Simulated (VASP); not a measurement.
# BN (P6_3/mmc) in VASP: single point with PBE

Aim: the single point of BN with PBE.

Program: VASP 6.6.1. These are calculated values, not measurements. Logs are shortened: lines on timing, memory, paths and dates and some standing lists are left out, and cuts for length are marked.

**1. The crystal as given**

It takes space group P6_3/mmc (No. 194, hexagonal). Conventional cell: a = 2.498 Å, b = 2.498 Å, c = 6.636 Å, α = 90.00°, β = 90.00°, γ = 120.00°. Around B (site symmetry -6m2) lie 3 N at 1.44 Å. N (site symmetry -6m2) has 3 B at 1.44 Å as nearest neighbours.

**2. Single point, PBE**

Input file INCAR:

```
  ALGO = Normal
  EDIFF = 1E-6
  ENCUT = 520
  GGA = PE
  ISIF = 2
  ISMEAR = -1
  LASPH = T
  LCHARG = F
  LREAL = F
  LWAVE = F
  NBANDS = 16
  NELM = 100
  PREC = Accurate
  SIGMA = 0.02
```

Input file KPOINTS:

```
k-points
0
Gamma
  13 13 4
```

Input file POSCAR:

```
BN
1.0
    2.4982400000      0.0000000000      0.0000000000
   -1.2491200000      2.1635393048      0.0000000000
    0.0000000000      0.0000000000      6.6357000000
B N
2 2
Direct
    0.3333333333      0.6666666667      0.2500000000
    0.6666666667      0.3333333333      0.7500000000
    0.3333333333      0.6666666667      0.7500000000
    0.6666666667      0.3333333333      0.2500000000
```

Potentials or basis: VASP PAW PBE potentials, release 64 (B, N).

Launch:

```
cat potpaw_PBE.64/B/POTCAR potpaw_PBE.64/N/POTCAR > POTCAR
mpirun -np 1 vasp_std > vasp.out
```

OUTCAR:

```text
EDIFF = 1E-6
   ENCUT = 520
   GGA = PE
   ISIF = 2
   ISMEAR = -1
   LASPH = T
   LREAL = F
   NELM = 100
   PREC = Accurate

 ion  position               nearest neighbor table
   1  0.333  0.667  0.250-   4 1.44   4 1.44   4 1.44
   2  0.667  0.333  0.750-   3 1.44   3 1.44   3 1.44
   3  0.333  0.667  0.750-   2 1.44   2 1.44   2 1.44
   4  0.667  0.333  0.250-   1 1.44   1 1.44   1 1.44

  LATTYP: Found a hexagonal cell.
 ALAT       =     2.4982400000
 C/A-ratio  =     2.6561499296

  Lattice vectors:

 A1 = (   2.4982400000,   0.0000000000,   0.0000000000)
 A2 = (  -1.2491200000,   2.1635393048,   0.0000000000)
 A3 = (   0.0000000000,   0.0000000000,   6.6357000000)

Analysis of symmetry for initial positions (statically):
=====================================================================
 Subroutine PRICEL returns:
 Original cell was already a primitive cell.

 Routine SETGRP: Setting up the symmetry group for a
 hexagonal supercell.

 Subroutine GETGRP returns: Found 24 space group operations
 (whereof 12 operations were pure point group operations)
 out of a pool of 24 trial point group operations.

The static configuration has the point symmetry D_3d.
 The point group associated with its full space group is D_6h.

Analysis of symmetry for dynamics (positions and initial velocities):
=====================================================================
 Subroutine PRICEL returns:
 Original cell was already a primitive cell.

 Routine SETGRP: Setting up the symmetry group for a
 hexagonal supercell.

 Subroutine GETGRP returns: Found 24 space group operations
 (whereof 12 operations were pure point group operations)
 out of a pool of 24 trial point group operations.

The dynamic configuration has the point symmetry D_3d.
 The point group associated with its full space group is D_6h.

 Subroutine INISYM returns: Found 24 space group operations
 (whereof 12 operations are pure point group operations),
 and found     1 'primitive' translations

----------------------------------------------------------------------------------------

                                     Primitive cell

  volume of cell :      35.8662

  direct lattice vectors                    reciprocal lattice vectors
     2.498240000  0.000000000  0.000000000     0.400281798  0.231102804  0.000000000
    -1.249120000  2.163539305  0.000000000     0.000000000  0.462205608  0.000000000
     0.000000000  0.000000000  6.635700000     0.000000000  0.000000000  0.150700002

  length of vectors
     2.498240000  2.498240000  6.635700000     0.462205608  0.462205608  0.150700002

  position of ions in fractional coordinates (direct lattice)
     0.333333333  0.666666667  0.250000000
     0.666666667  0.333333333  0.750000000
     0.333333333  0.666666667  0.750000000
     0.666666667  0.333333333  0.250000000

  ion indices of the primitive-cell ions
   primitive index   ion index
                 1           1
                 2           2
                 3           3
                 4           4

----------------------------------------------------------------------------------------

 KPOINTS: k-points

Automatic generation of k-mesh.
 Grid dimensions read from file:
 generate k-points for:   13   13    4

 Generating k-lattice:

  Cartesian coordinates                     Fractional coordinates (reciprocal lattice)
     0.030790908  0.017777139  0.000000000     0.076923077  0.000000000  0.000000000
     0.000000000  0.035554278  0.000000000     0.000000000  0.076923077  0.000000000
     0.000000000  0.000000000  0.037675000     0.000000000  0.000000000  0.250000000

  Length of vectors
     0.035554278  0.035554278  0.037675000

  Shift w.r.t. Gamma in fractional coordinates (k-lattice)
     0.000000000  0.000000000  0.000000000

 Subroutine IBZKPT returns following result:
 ===========================================

 Found     63 irreducible k-points:

 Following reciprocal coordinates:
            Coordinates               Weight
  0.000000  0.000000  0.000000      1.000000
  0.076923  0.000000  0.000000      6.000000
  0.153846  0.000000  0.000000      6.000000
  0.230769  0.000000  0.000000      6.000000
  0.307692  0.000000  0.000000      6.000000
  0.384615  0.000000  0.000000      6.000000
[... 16 lines left out ...]
  0.076923  0.000000  0.250000     12.000000
  0.153846  0.000000  0.250000     12.000000
 [... further k-points ...]
   k-points           NKPTS =     63   k-points in BZ     NKDIM =     63   number of bands    NBANDS=     16
   number of dos      NEDOS =    301   number of ions     NIONS =      4
   total plane-waves  NPLWV =  20000
   dimension x,y,z NGX =    20 NGY =   20 NGZ =   50
   dimension x,y,z NGXF=    40 NGYF=   40 NGZF=  100
   ions per type =               2   2
   NGX,Y,Z   is equivalent  to a cutoff of  13.31, 13.31, 12.53 a.u.
   NGXF,Y,Z  is equivalent  to a cutoff of  26.62, 26.62, 25.05 a.u.
 SYSTEM =  unknown system
   PREC   = accura    normal or accurate (medium, high low for compatibility)
   ISTART =      0    job   : 0-new  1-cont  2-samecut
   ICHARG =      2    charge: 1-file 2-atom 10-const
   ISPIN  =      1    spin polarized calculation?
   LNONCOLLINEAR =      F non collinear calculations
   LSORBIT =      F    spin-orbit coupling
   LASPH  =      T    aspherical Exc in radial PAW
   ENCUT  =  520.0 eV  38.22 Ry    6.18 a.u.   4.65  4.65 12.34*2*pi/ulx,y,z
   NELM   =    100;   NELMIN=  2; NELMDL= -5     # of ELM steps
   EDIFF  = 0.1E-05   stopping-criterion for ELM
   LREAL  =      F    real-space projection
   EDIFFG = 0.1E-04   stopping-criterion for IOM
   NSW    =      0    number of steps for IOM
   IBRION =     -1    ionic relax: 0-MD 1-quasi-New 2-CG
   NFREE  =      0    steps in history (QN), initial steepest desc. (CG)
   ISIF   =      2    stress and relaxation
   ISYM   =      2    0-nonsym 1-usesym 2-fastsym
   POTIM  = 0.5000    time-step for ionic-motion
   TEBEG  =    0.0;   TEEND  =   0.0 temperature during run
   PSTRESS=    0.0 pullay stress
   NELECT =      16.0000    total number of electrons
   NUPDOWN=      -1.0000    fix difference up-down
   EMIN   =  10.00;   EMAX   =-10.00  energy-range for DOS
   EFERMI =   0.00;   METHOD = LEGACY
   ISMEAR =    -1;   SIGMA  =   0.02  broadening in eV -4-tet -1-fermi 0-gaus
   EFERMI_NEDOS =   21; number of points for ismear=-14 and -15
   IALGO  =     38    algorithm
   IMIX   =      4    mixing-type and parameters
     AMIX     =   0.40;   BMIX     =  1.00
     AMIX_MAG =   1.60;   BMIX_MAG =  1.00
  volume/ion in A,a.u.               =       8.97        60.51
  Fermi-wavevector in a.u.,A,eV,Ry     =   1.250891  2.363842 21.289433  1.564729
  Thomas-Fermi vector in A             =   2.384864
   LORBIT       =      0    0 simple, 1 ext, 2 COOP (PROOUT), +10 PAW based schemes
   GGA     = PE    functional components
   LHFCALC =     F    Hartree Fock is set to
   AEXX    =    0.0000 exact exchange contribution
   IVDW    =     0    specifies the selected vdW correction
   LEPSILON=     F    determine dielectric tensor
   LRPA    =     F    only Hartree local field effects (RPA)
 non-spin polarized calculation
  energy-cutoff  :      520.00
  volume of cell :       35.87
 maximum number of plane-waves:       985
 NGX is ok and might be reduce to    20
   NGX =  9   NGY =  9   NGZ = 25

 number of electron      15.9999997 magnetization

 Free energy of the ion-electron system (eV)
  ---------------------------------------------------
  ext. energy  EPLUGINS =         0.00000000
  ---------------------------------------------------
  free energy    TOTEN  =       -35.14689457 eV

  energy without entropy =      -35.14689457  energy(sigma->0) =      -35.14689457

 E-fermi :   2.7578     XC(G=0): -10.0888

 val. band max:        2.3534354869   @ k =   0.3077   0.3077   0.0000
 cond. band min:       6.6546509407   @ k =   0.4615   0.0769   0.0000
 fundamental gap:      4.3012154539
 Fermi energy:         2.7577993120

 k-point     1 :       0.0000    0.0000    0.0000
  band No.  band energies     occupation
      1     -15.5318      2.00000
      2     -15.2365      2.00000
      3      -3.9421      2.00000
      4      -1.8139      2.00000
      5       0.9859      2.00000
      6       0.9859      2.00000
[... 8 lines left out ...]
     15      14.6584      0.00000
     16      15.4186      0.00000

 k-point     2 :       0.0769    0.0000    0.0000
  band No.  band energies     occupation
      1     -15.4152      2.00000
      2     -15.1238      2.00000
      3      -3.7821      2.00000
      4      -1.6701      2.00000
      5       0.5058      2.00000
      6       0.5386      2.00000
[... 8 lines left out ...]
     15      14.9820      0.00000
     16      15.0716      0.00000

 k-point     3 :       0.1538    0.0000    0.0000
  band No.  band energies     occupation
      1     -15.0707      2.00000
      2     -14.7914      2.00000
      3      -3.3070      2.00000
      4      -1.2462      2.00000
      5      -0.7395      2.00000
      6      -0.7023      2.00000
[... 8 lines left out ...]
     15      15.9493      0.00000
     16      16.0637      0.00000

 k-point     4 :       0.2308    0.0000    0.0000
  band No.  band energies     occupation
      1     -14.5168      2.00000
      2     -14.2582      2.00000
      3      -2.5342      2.00000
      4      -2.3721      2.00000
      5      -2.3167      2.00000
      6      -0.5684      2.00000
[... 8 lines left out ...]
     15      17.7659      0.00000
     16      17.8584      0.00000
[... 324 lines left out ...]
 k-point    22 :       0.0000    0.0000    0.2500
  band No.  band energies     occupation
      1     -15.4908      2.00000
      2     -15.2822      2.00000
      3      -3.6827      2.00000
      4      -2.1990      2.00000
      5       0.9914      2.00000
      6       0.9914      2.00000
[... 8 lines left out ...]
     15      14.9043      0.00000
     16      15.3617      0.00000

 k-point    23 :       0.0769    0.0000    0.2500
  band No.  band energies     occupation
      1     -15.3748      2.00000
      2     -15.1689      2.00000
      3      -3.5247      2.00000
      4      -2.0527      2.00000
      5       0.5119      2.00000
      6       0.5363      2.00000
[... 8 lines left out ...]
     15      15.0066      0.00000
     16      15.0812      0.00000

 k-point    24 :       0.1538    0.0000    0.2500
  band No.  band energies     occupation
      1     -15.0319      2.00000
      2     -14.8345      2.00000
      3      -3.0570      2.00000
      4      -1.6271      2.00000
      5      -0.7291      2.00000
      6      -0.6939      2.00000
[... 8 lines left out ...]
     15      15.8501      0.00000
     16      15.9317      0.00000

 [... further k-points ...]

------------------------ aborting loop because EDIFF is reached ----------------------------------------

  FORCE on cell =-STRESS in cart. coord.  units (eV):
  Direction    XX          YY          ZZ          XY          YZ          ZX
  --------------------------------------------------------------------------------------
  -------------------------------------------------------------------------------------
  Total        1.4101454      1.4101454      0.6396553     -0.0000000      0.0000000      0.0000000
  in kB       62.9924929     62.9924929     28.5739887     -0.0000000      0.0000000      0.0000000
  external PRESSURE =      51.5196582 kB  Pullay stress =       0.0000000 kB

 VOLUME and BASIS-vectors are now :
 -----------------------------------------------------------------------------
  energy-cutoff  :      520.00
  volume of cell :       35.87
      direct lattice vectors                 reciprocal lattice vectors
     2.498240000  0.000000000  0.000000000     0.400281798  0.231102804  0.000000000
    -1.249120000  2.163539305  0.000000000     0.000000000  0.462205608  0.000000000
     0.000000000  0.000000000  6.635700000     0.000000000  0.000000000  0.150700002

 POSITION                                       TOTAL-FORCE (eV/Angst)
 -----------------------------------------------------------------------------------
     -0.00000      1.44236      1.65892        -0.000000      0.000000      0.000000
      1.24912      0.72118      4.97677         0.000000      0.000000      0.000000
     -0.00000      1.44236      4.97677         0.000000     -0.000000      0.000000
      1.24912      0.72118      1.65892         0.000000      0.000000      0.000000
 -----------------------------------------------------------------------------------
    total drift:                                0.000000     -0.000000      0.000000

  FREE ENERGIE OF THE ION-ELECTRON SYSTEM (eV)
  ---------------------------------------------------
  free  energy   TOTEN  =       -35.1468945664 eV

  energy  without entropy=      -35.1468945664  energy(sigma->0) =      -35.14689457
```

It took 31 s on 1 thread of Intel Xeon Platinum 8488C (Sapphire Rapids), shared host; peak memory 0.16 GiB.

What came out:

| Quantity | Value |
| --- | --- |
| Free energy | -35.1469 eV |
| Pressure | 5.2 GPa |
| Band gap on the k mesh | 4.30 eV, indirect (least direct gap 4.68 eV) |

Levels at points of the mesh, in eV from the valence-band top:
| k point | band 4 | band 5 | band 6 | band 7 | band 8 | band 9 | band 10 | band 11 | band 12 | band 13 |
| --- | --- | --- | --- | --- | --- | --- | --- | --- | --- | --- |
| (0.00, 0.00, 0.00) | -4.17 | -1.37 | -1.37 | -1.33 | -1.33 | 5.22 | 10.30 | 11.56 | 11.56 | 11.68 |
| (0.00, 0.00, 0.50) | -5.35 | -1.35 | -1.35 | -1.35 | -1.35 | 7.60 | 7.60 | 11.62 | 11.62 | 11.62 |

Caveat: an odd mesh through Γ misses points on the zone boundary, where band edges often lie; this functional lacks dispersion, which binds the layers, so the pressure and a relaxed spacing across them are unreliable.
